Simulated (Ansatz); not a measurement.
# SnSe (Fm-3m) in Ansatz: relaxation of cell and atoms with RPBE

Aim: the relaxation of cell and atoms of SnSe with RPBE.

Everything below comes from runs of Ansatz 0.2.0. Logs are shortened: lines on timing, memory, paths and dates and some standing lists are left out, and cuts for length are marked.

## (1) Starting point

It takes space group Fm-3m (No. 225, cubic). The conventional cell has a = 6.020 Å, b = 6.020 Å, c = 6.020 Å, α = 90.00°, β = 90.00°, γ = 90.00°. Sn (site symmetry m-3m) is surrounded by 6 Se at 3.01 Å. Se (site symmetry m-3m) is surrounded by 6 Sn at 3.01 Å.

Measurements of this composition are mostly on another form, of space group No. 62.

## (2) Relaxation of cell and atoms, RPBE, non-collinear spin, ferromagnetic start, spin-orbit coupling

Contents of input.yaml:

```yaml
crystal:
  lattice:
    - [0.0, 3.01, 3.01]
    - [3.01, 0.0, 3.01]
    - [3.01, 3.01, 0.0]
  atoms:
    - { symbol: Sn, position: [0.0, 0.0, 0.0], spin: 0.501, spin_axis: [0.289, 0.289, 0.289] }
    - { symbol: Se, position: [0.5, 0.5, 0.5] }
hamiltonian:
  xc: rpbe
  pseudopotentials: { kind: paw_fr }
magnetization:
  noncollinear: true
  spin_orbit: true
kpoints:
  mp_grid: { grid: [8, 8, 8] }
scf:
  occupations: { method: methfessel_paxton, width: 0.1 }
output:
  forces: true
  stress: true
relax:
  f_tol: 0.01
  max_steps: 40
  cell: { stress_tol: 0.05 }
```

Potentials or basis: Ansatz PAW.

The run is started by

```sh
ansatz run input.yaml --threads 1 --pin off --max-ram 2560MiB --backend cpu --events-out ev --progress --plain --runs-dir out
```

Output:

```text
Warning: RAYON_NUM_THREADS=1 ignored (pool sized by the plan → 1); use --threads N
Engine: ansatz 0.2.0, x86_64-unknown-linux-gnu
Pseudopotentials: kind: paw_fr
Pseudopotential: Sn, paw_fr, valence charge 14, recommended cutoff 420 eV (normal), Sn.paw.azcp#standard-fr
Pseudopotential: Se, paw_fr, valence charge 16, recommended cutoff 420 eV (normal), Se.paw.azcp#standard-fr
Functional definition: RPBE
  parameter kappa = 0.804
  parameter beta = 0.06672455060314922
  exchange = rpbe_x(kappa = kappa, mu = beta*pi^2/3)
  correlation = pbe_c(beta = beta)
Crystal: 2 atoms, lattice volume = 54.542 Å³
Basis set: ecut = 420 eV, 1067 PW (Γ), exchange–correlation on 60×60×60 points (8 copies of the dense FFT grid, shifted against one another)
Bands: 38, of which v1, the nominal top of the filled ones, is band 30 counted from 1 (29 counted from 0)
Symmetry: 6 space group operations + 6 with time reversal
Magnetic group: BNS 166.101 (UNI 1331), of the structure as read, at distance tolerance 3.8e-5 Å
k-points: 65 of 512 (time reversal used)
Projection manifold: j_resolved (fully-relativistic pseudo-atomic orbitals)
Non-local potential: Sn, projectors of the file, l = 0: 2, l = 1: 4, l = 2: 4, l = 3: 4
Non-local potential: Se, projectors of the file, l = 0: 2, l = 1: 4, l = 2: 6, l = 3: 2
PAW form: soft (Blöchl's): semilocal exchange-correlation on the pseudo side does not see the compensation charge
PAW frozen core: Sn, regenerated for the run's functional, and the local potential with it (the file was generated under x = pbe(κ = 0.804, μ = 0.2195149727645171), c = pbe(β = 0.06672455060314922))
PAW frozen core: Se, regenerated for the run's functional, and the local potential with it (the file was generated under x = pbe(κ = 0.804, μ = 0.2195149727645171), c = pbe(β = 0.06672455060314922))
PAW one-centre angular grid: Sn, 590 points (default); XC on its mesh's 2787 points in the sphere
PAW one-centre angular grid: Se, 590 points (default); XC on its mesh's 2701 points in the sphere
Initial density: superposition of atomic densities (chi_scale 0.1, normalization cell)
Starting moments: Σ|m| = 0.501 μB on 1 of 2 sites
Initial wavefunctions: pseudopotential atomic-orbital guess
Functional: x = rpbe, c = pbe(β = 0.06672455060314922)
iter 1 solved again at ethr=2.30e-3 eV; its pass at ethr=3.10e-3 eV (dr2=6.89e-1 eV) is discarded
SCF iter   1: F=—  HF=-11511.157807 eV  |F-HF|=—  |Δ(HF+E_count)|=         —  Δρ=2.42e-2  dr2=6.97e-1  dr2_m=1.60e-1  ethr=2.30e-3  |M|=2.09e-4 ∫|m|=3.43e-2 μB  |m|>n=0.0e0 m-floor=0.0e0 τ_xc=5.7e-18  β_m=0.30  ⟨swp⟩=1.0  Hψ=15265  notcnv=0
preconditioner: auto → none  [insulator: Δε(μ)=0.343 eV  Ē_g=17.200 eV  σ=0.100 eV  W_gap=1.04  n_scr=14 (ndim 8)  ℏωp=22.5 eV  f_vac=0.000  D(μ)=-0.01/eV (n_scr^D=0)  ε∞_Penn≈2.7]
SCF iter   2: F=—  HF=-11510.997963 eV  |F-HF|=—  |Δ(HF+E_count)|=   1.60e-1  S|Δr|=    0.00e0  Δρ=1.46e-2  dr2=7.56e-2  dr2_m=7.94e-2  ethr=2.30e-3  |M|=4.10e-4 ∫|m|=3.02e-2 μB  |m|>n=0.0e0 m-floor=0.0e0 τ_xc=3.1e-7  β_m=0.30  ⟨swp⟩=2.3  Hψ=3424  notcnv=0  defer=2
SCF iter   3: F=—  HF=-11511.001563 eV  |F-HF|=—  |Δ(HF+E_count)|=   3.60e-3  S|Δr|=    0.00e0  Δρ=1.03e-2  dr2=1.36e-2  dr2_m=3.94e-2  ethr=2.52e-4  |M|=3.26e-4 ∫|m|=2.44e-2 μB  |m|>n=0.0e0 m-floor=0.0e0 τ_xc=4.3e-7  β_m=0.30  ⟨swp⟩=2.0  Hψ=3544  notcnv=0  defer=134
SCF iter   4: F=—  HF=-11511.010668 eV  |F-HF|=—  |Δ(HF+E_count)|=   9.10e-3  S|Δr|=    0.00e0  Δρ=7.23e-3  dr2=3.00e-4  dr2_m=1.96e-2  ethr=4.55e-5  |M|=2.34e-4 ∫|m|=1.93e-2 μB  |m|>n=0.0e0 m-floor=0.0e0 τ_xc=3.0e-7  β_m=0.30  ⟨swp⟩=3.0  Hψ=4382  notcnv=0  defer=134
SCF iter   5: F=—  HF=-11511.012720 eV  |F-HF|=—  |Δ(HF+E_count)|=   2.05e-3  S|Δr|=    0.00e0  Δρ=5.09e-3  dr2=8.27e-5  dr2_m=9.73e-3  ethr=1.00e-6  |M|=1.66e-4 ∫|m|=1.52e-2 μB  |m|>n=0.0e0 m-floor=0.0e0 τ_xc=1.8e-7  β_m=0.30  ⟨swp⟩=2.0  Hψ=4282  notcnv=0  defer=134
SCF iter   6: F=—  HF=-11511.013729 eV  |F-HF|=—  |Δ(HF+E_count)|=   1.01e-3  S|Δr|=    0.00e0  Δρ=3.59e-3  dr2=4.73e-6  dr2_m=4.83e-3  ethr=2.76e-7  |M|=1.18e-4 ∫|m|=1.20e-2 μB  |m|>n=0.0e0 m-floor=0.0e0 τ_xc=1.9e-7  β_m=0.30  ⟨swp⟩=2.0  Hψ=4300  notcnv=0  defer=138
SCF iter   7: F=—  HF=-11511.014233 eV  |F-HF|=—  |Δ(HF+E_count)|=   5.04e-4  S|Δr|=    0.00e0  Δρ=2.53e-3  dr2=2.41e-7  dr2_m=2.40e-3  ethr=1.58e-8  |M|=8.47e-5 ∫|m|=9.55e-3 μB  |m|>n=0.0e0 m-floor=0.0e0 τ_xc=2.5e-7  β_m=0.30  ⟨swp⟩=2.3  Hψ=4324  notcnv=0  defer=138
Mixer restart at iter 7: flushing history
spin-set hold released at iteration 7 (site moments contracting): the magnetisation degrees of freedom join the quasi-Newton model from the next iteration; the mixer history was flushed
SCF iter   8: F=—  HF=-11511.014491 eV  |F-HF|=—  |Δ(HF+E_count)|=   2.58e-4  S|Δr|=    0.00e0  Δρ=1.79e-3  dr2=9.74e-8  dr2_m=1.20e-3  ethr=3.33e-10  |M|=6.08e-5 ∫|m|=7.59e-3 μB  |m|>n=0.0e0 m-floor=0.0e0 τ_xc=1.1e-7  β_m=0.65  ⟨swp⟩=5.3  Hψ=9041  notcnv=0
[... 68 lines left out ...]
preconditioner: auto → none  [insulator: Δε(μ)=0.374 eV  Ē_g=9.173 eV  σ=0.100 eV  W_gap=1.02  n_scr=14 (ndim 8)  ℏωp=15.5 eV  f_vac=0.022  D(μ)=-0.01/eV (n_scr^D=0)  ε∞_Penn≈3.9]
SCF iter   2: F=—  HF=-11511.034827 eV  |F-HF|=—  |Δ(HF+E_count)|=   1.87e-3  S|Δr|=    0.00e0  Δρ=3.19e-4  dr2=1.37e-6  dr2_m=6.86e-13  ethr=1.42e-8  |M|=1.29e-8 ∫|m|=1.69e-6 μB  |m|>n=0.0e0 m-floor=0.0e0 τ_xc=1.6e-14  β_m=0.42  ⟨swp⟩=2.0  Hψ=3100  notcnv=0
SCF iter   3: F=—  HF=-11511.036200 eV  |F-HF|=—  |Δ(HF+E_count)|=   1.37e-3  S|Δr|=    0.00e0  Δρ=1.54e-4  dr2=3.35e-7  dr2_m=3.11e-13  ethr=4.57e-9  |M|=1.45e-8 ∫|m|=1.11e-6 μB  |m|>n=0.0e0 m-floor=0.0e0 τ_xc=7.8e-15  β_m=0.55  ⟨swp⟩=2.2  Hψ=3142  notcnv=0
SCF iter   4: F=—  HF=-11511.036596 eV  |F-HF|=—  |Δ(HF+E_count)|=   3.96e-4  S|Δr|=    0.00e0  Δρ=2.67e-5  dr2=2.56e-8  dr2_m=7.07e-14  ethr=1.12e-9  |M|=9.42e-9 ∫|m|=4.86e-7 μB  |m|>n=0.0e0 m-floor=0.0e0 τ_xc=3.0e-15  β_m=0.63  ⟨swp⟩=2.2  Hψ=3326  notcnv=0
SCF iter   5: F=—  HF=-11511.036608 eV  |F-HF|=—  |Δ(HF+E_count)|=   1.16e-5  S|Δr|=    0.00e0  Δρ=1.89e-6  dr2=1.74e-9  dr2_m=1.18e-14  ethr=8.54e-11  |M|=8.23e-12 ∫|m|=2.20e-7 μB  |m|>n=0.0e0 m-floor=0.0e0 τ_xc=5.6e-16  β_m=0.65  ⟨swp⟩=2.4  Hψ=3704  notcnv=0
SCF iter   6: F=—  HF=-11511.036608 eV  |F-HF|=—  |Δ(HF+E_count)|=   3.26e-8  S|Δr|=    0.00e0  Δρ=6.60e-7  dr2=4.66e-10  dr2_m=3.00e-15  ethr=5.81e-12  |M|=8.00e-12 ∫|m|=1.11e-7 μB  |m|>n=0.0e0 m-floor=0.0e0 τ_xc=1.3e-16  β_m=0.82  ⟨swp⟩=2.1  Hψ=3838  notcnv=0
SCF iter   7: F=-11511.036608 eV  HF=-11511.036608 eV  |F-HF|=1.27e-11  |Δ(HF+E_count)|=   1.46e-9  S|Δr|=    0.00e0  Δρ=9.70e-8  dr2=5.29e-12  dr2_m=8.91e-17  ethr=1.00e-12  |M|=6.84e-13 ∫|m|=1.83e-8 μB  |m|>n=0.0e0 m-floor=0.0e0 τ_xc=3.4e-19  ⟨swp⟩=3.0  Hψ=8721  notcnv=0
the starting moments were not kept: the SCF closed with an absolute magnetisation of 1.8e-8 μB, where they sum to 0.501 μB in size (1 site). That is at most 0.1 of that sum. Measured as dr2_m measures the in/out step, that magnetisation stands 2.9e-17 eV from none, at or under the dr2_threshold of 1.0e-10 eV: it is no larger than a step whose dr2_m would equal this threshold.
SCF 5 converged in 7 iterations: F = -11511.036608 eV  dr2 = 5.29e-12
relax step   5: F+E_penalty+E_count = -11511.03660782 eV  Δ(F+E_penalty+E_count) = -4.029e-4 eV  max|allowed force component| = 2.154e-27 eV/Å  Δτ_max = 0.0000 Å  P = -0.000 GPa  Ω = 57.438 Å³  stress off target by 1.81e-4 GPa  SCF on the basis re-selected at this cell (its energy is not comparable with the rows above)  (7 SCF iters)
basis re-selected at this cell: Δ(F+E_penalty+E_count) = -4.029e-4 eV, ΔP = -0.002 GPa vs the last step (what re-selecting the basis moved, of the pressure what is left beyond the Pulay correction that the steps carried, after the strain that the cell walked since its last selection, with what the two solves' SCF thresholds leave and, on support functions, any second-order correction that the steps lacked; it is no measure of the basis error at this ecutwfc). This SCF's stress stands 1.81e-4 GPa from its target on what of the cell is left free (relax.cell.stress_tol is 5.00e-2 GPa) and its largest allowed force component is 2.15e-27 eV/Å (relax.f_tol is 1.00e-2 eV/Å): within both
SCF converged after 7 iterations
Stability not checked: this state was not tested for a lower state beside it, because cold or Methfessel-Paxton smearing, or corrected tetrahedra, fill the levels in a way that the test cannot read (fill_not_monotonic; see scf.lower_state_search)
Magnetization: |M| = 0.0000 μB,  M = (+0.0000, +0.0000, +0.0000) μB
Absolute magnetization: 0.0000 μB (∫|m|, with the PAW one-centre terms)
  site 0: m = (+0.0000, +0.0000, +0.0000) μB, |m| = 0.0000 μB  (R = 1.26 Å)
  site 1: m = (-0.0000, -0.0000, -0.0000) μB, |m| = 0.0000 μB  (R = 1.26 Å)
Free energy (F): -11511.036608 eV
Harris-Foulkes:  -11511.036608 eV  (|F-HF|=1.27e-11)
Internal energy: -11511.036686 eV  (E = F + TS)
E sigma→0 (E₀):  -11511.036627 eV
Entropy (-TS):   0.000078 eV (0.039 meV/atom)
Fermi energy:    8.705186 eV
Step filling:    the computed levels leave a gap of 0.3758 eV = 3.8 smearing widths at the electron count; against every level under it full and every level over it empty, smearing changes F+E_penalty+E_count by +0.010 meV and its σ→0 estimate by -9.34e-3 meV
--- Per-component energies (eV) ---
  E_band       = -492.097126
  E_kinetic    = 301.699263
  E_local      = -3406.317245  (includes V_loc(G=0)·N_el)
  E_nonlocal   = -630.527524
  E_hartree    = 1782.442240
  E_xc         = -488.034968
  E_vxc        = -193.247167  (∫ρ·V_xc dr)
  E_paw        = -6060.024192  (= ΣΔE_a)
  E_vpaw       = -128.588269  (= ΣTr[D̂ρ^β])
  E_aug_tail   = -0.000564  (compensation charges beyond the density's cutoff)
  E_ewald      = -3010.025794
  E_core_change = -0.247901  (= ΣΔE_core)
  E_smearing   = 0.000078  (= −TS)
  E_closure    = -0.000000  (closes the sum)
  Σ components = -11511.036608   (vs F -11511.036608, Δ=0.00e0)
--- Forces (eV/Å), atoms counted from 1 ---
  atom   1  Sn     0.00000000     0.00000000     0.00000000
  atom   2  Se     0.00000000     0.00000000     0.00000000
  max |Σ_I F_I| component: 4.31e-27 eV/Å
--- Stress (GPa, compression-positive) ---
       -0.000181      -0.000000      -0.000000
       -0.000000      -0.000181      -0.000000
       -0.000000      -0.000000      -0.000181
  P = ⅓ Tr σ = -0.0002 GPa (-0.002 kbar)
--- Relaxed structure (4 steps of the walk, 4 accepted, 1 SCFs on fresh bases) ---
  F+E_penalty+E_count = -11511.03660782 eV   max|allowed force component| = 2.154e-27 eV/Å   (the final SCF, on the basis selected at the relaxed cell)
  cell:  # Å, volume = 57.4379 Å³
    - [-1.0017378805747524e-10, 3.062359744219531, 3.062359744219531]
    - [3.062359744219531, -1.0017379580827437e-10, 3.062359744219531]
    - [3.062359744219531, 3.062359744219531, -1.001737919328748e-10]
  atoms:
    - { symbol: Sn, position: [-3.0659175474041214e-35, 1.9995106148795463e-35, 3.0659174600053066e-35] }
    - { symbol: Se, position: [0.49999999999999994, 0.49999999999999994, 0.4999999999999998] }
```

Wall time 4 min (1 thread of INTEL XEON PLATINUM 8581C at 2.10GHz (Emerald Rapids), shared host); peak memory 0.69 GiB.

Results:

- Free energy: -11511.0366 eV
- Relaxed volume: 28.72 Å³/atom
- Relaxed cell: a = 4.331 Å, b = 4.331 Å, c = 4.331 Å, α = 60.00°, β = 60.00°, γ = 60.00°
- Space group after relaxing (to 0.05 Å): Fm-3m (No. 225)
- Energy gained by relaxing: 10.9 meV/atom
- Ionic steps: 5
- Pressure after relaxing: 0.0 GPa
- Band gap on the k mesh: 0.38 eV
- Net moment: 0.00 μB per cell
- Absolute moment: 0.00 μB per cell

The path:
| step | energy change (eV) | largest force (eV/Å) | volume (Å³) |
| --- | --- | --- | --- |
| 1 | 0.0000 | 0.0000 | 54.54 |
| 2 | -0.0188 | 0.0000 | 58.48 |
| 3 | -0.0214 | 0.0000 | 57.53 |
| 4 | -0.0214 | 0.0000 | 57.44 |
| 5 | -0.0218 | 0.0000 | 57.44 |

Final structure:
```
CELL_PARAMETERS angstrom
0.00000 3.06236 3.06236
3.06236 0.00000 3.06236
3.06236 3.06236 0.00000
ATOMIC_POSITIONS crystal
Sn 0.00000 0.00000 0.00000
Se 0.50000 0.50000 0.50000
```

Moments on the atoms (μB; x, y, z):
```
Sn  0.00 0.00 0.00
Se  0.00 0.00 0.00
```

Caveat: the plane-wave basis is chosen anew once the cell has moved, so the energies of steps on either side of that aren't comparable; the PAW data sets come from PBE, with cores solved anew for the run's functional, which leaves a small shift of forces and pressure; the starting moments weren't kept. Zero-point motion and thermal expansion aren't in these numbers.
